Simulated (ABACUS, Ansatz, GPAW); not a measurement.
# Co: 3 runs at one level of theory

```xyz
4
Lattice="2.4706 0.0000 0.0000 -1.2353 2.1396 0.0000 0.0000 0.0000 8.0882" Properties=species:S:1:pos:R:3 pbc="T T T"
Co    1.2425    0.6991    6.0085
Co   -0.0286    0.0043    4.0137
Co   -0.0004    1.4878    2.0557
Co    0.0430   -0.0039   -0.0538
```

Atoms were shifted at random by some hundredths of an Å from the given cell, which wasn't relaxed again for these runs.

Alike in all runs: task single point; functional PBEsol; k mesh 12 × 12 × 4; occupations fermi-dirac, width 0.05 eV; collinear spin, ferromagnetic start; no spin-orbit coupling. Pressure is positive in compression and, in plane waves, holds the error of the finite cutoff.

```csv
program and potentials,plane-wave cutoff (eV),notes,band gap (eV),pressure (GPa),net moment per atom (μB),largest force (eV/Å)
"GPAW, PAW data sets generated for this functional",600,9 valence electrons an atom on average,no gap,-4.76,1.65,0.721
"Ansatz, all-electron LAPW, scalar-relativistic",-,-,no gap,-5.28,1.65,0.684
"ABACUS, PseudoDojo NC SR 0.4.1 PBEsol standard, plane waves",1320,17 valence electrons an atom on average,no gap,-5.21,1.65,0.694
```

Force on atom 3 (Co), eV/Å:

```json
{"program and potentials": "GPAW, PAW data sets generated for this functional", "x": "-0.002", "y": "-0.148", "z": "-0.705"}
{"program and potentials": "Ansatz, all-electron LAPW, scalar-relativistic", "x": "-0.002", "y": "-0.144", "z": "-0.669"}
{"program and potentials": "ABACUS, PseudoDojo NC SR 0.4.1 PBEsol standard, plane waves", "x": "-0.002", "y": "-0.145", "z": "-0.679"}
```

None finds a gap. The pressure spans -5.28 (Ansatz, all-electron LAPW, scalar-relativistic) to -4.76 GPa (GPAW, PAW data sets generated for this functional), with all-electron results at -5.28. All agree on the net moment per atom. The state is the one that the start led to, which needn't be the lowest.

Differences between rows come from potentials, basis sets and numerical settings, since the functional is the same but for its coding. Runs on potential files found faulty are left out.
